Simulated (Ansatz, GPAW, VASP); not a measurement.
TiTe: programs and potentials compared

```
Ti Te
1.0
     0.00000    3.05007    3.05007
     3.05007    0.00000    3.05007
     3.05007    3.05007    0.00000
Ti Te
1 1
Direct
  0.50000 0.50000 0.50000
  0.00000 0.00000 0.00000
```

The cell comes from a database or a generator and needn't be the stable form of this composition.

Alike in all runs: task single point; functional r2SCAN; k mesh 8 × 8 × 8; occupations fermi-dirac, width 0.05 eV; no spin polarisation; hubbard terms Ti d U = 5 eV; no spin-orbit coupling. A missing gap at this level doesn't show that the real crystal is a metal. Pressure is positive in compression and, in plane waves, holds the error of the finite cutoff, which Ansatz's Pulay term estimates and takes out.

```csv
program and potentials,plane-wave cutoff (eV),notes,band gap (eV),pressure (GPa)
"Ansatz, Ansatz PAW",500,"potentials made for PBE, which Ansatz adapts in part; 14 valence electrons an atom on average; Pulay term of +0.05 GPa included",no gap,-7.21
"GPAW, GPAW PAW data sets (gpaw-data 1.2.1)",600,potentials made for PBE; 9 valence electrons an atom on average,no gap,-9.89
"VASP, PBE PAW files Te, Ti_sv, 520 eV",520,potentials made for PBE; 9 valence electrons an atom on average,no gap,-9.08
```

None finds a gap. The pressure spans -9.89 (GPAW, GPAW PAW data sets (gpaw-data 1.2.1)) to -7.21 GPa (Ansatz, Ansatz PAW).

The functional is the same throughout but for its coding, so the spread measures potentials, basis and numerics; runs on potential files found faulty are left out.
